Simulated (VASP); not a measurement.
A run of VASP 6.6.1:

The input POSCAR:

```
SnSe2
1.0
    3.7553840490      0.0000000000      0.0000000000
   -1.8776920245      3.2522579874      0.0000000000
    0.0000000000      0.0000000000      5.7444522590
Sn Se
1 2
Direct
    0.0000000000      0.0000000000      0.0000000000
    0.3333333333      0.6666666667      0.2731590200
    0.6666666667      0.3333333333      0.7268409800
```

INCAR.step1

```
ALGO = Normal
EDIFF = 1E-4
ENCUT = 520
GGA = PE
ISMEAR = 0
LASPH = T
LCHARG = F
LREAL = F
LWAVE = T
NBANDS = 20
NELM = 100
PREC = Accurate
SIGMA = 0.01
```

The input INCAR.step2:

```
ALGO = Normal
EDIFF = 1E-6
ENCUT = 520
ISIF = 2
ISMEAR = 0
ISTART = 1
IVDW = 12
LASPH = T
LCHARG = F
LMIXTAU = T
LREAL = F
LWAVE = F
METAGGA = R2SCAN
NBANDS = 20
NELM = 100
PREC = Accurate
SIGMA = 0.01
VDW_A1 = 0.49484001
VDW_A2 = 5.73083694
VDW_S6 = 1.0
VDW_S8 = 0.78981345
```

KPOINTS

```
k-points
0
Gamma
  12 12 6
```

Potentials or basis: VASP PAW PBE potentials, release 64 (Sn_d, Se).

Launch:

```bash
$ cat potpaw_PBE.64/Sn_d/POTCAR potpaw_PBE.64/Se/POTCAR > POTCAR
$ cp INCAR.step1 INCAR
$ mpirun -np 1 vasp_std > vasp.out
$ cp INCAR.step2 INCAR
$ mpirun -np 1 vasp_std > vasp.out
```

Hardware: 1 thread of Intel(R) Xeon(R) Platinum 8488C (Sapphire Rapids), on a shared host.

Question: Estimate the wall time of this run.

Answer: Wall time 5.9 min on 1 thread of Intel(R) Xeon(R) Platinum 8488C (Sapphire Rapids), with other jobs on the host, peak memory 0.29 GiB. Counts: scf iterations 13, k points 100.
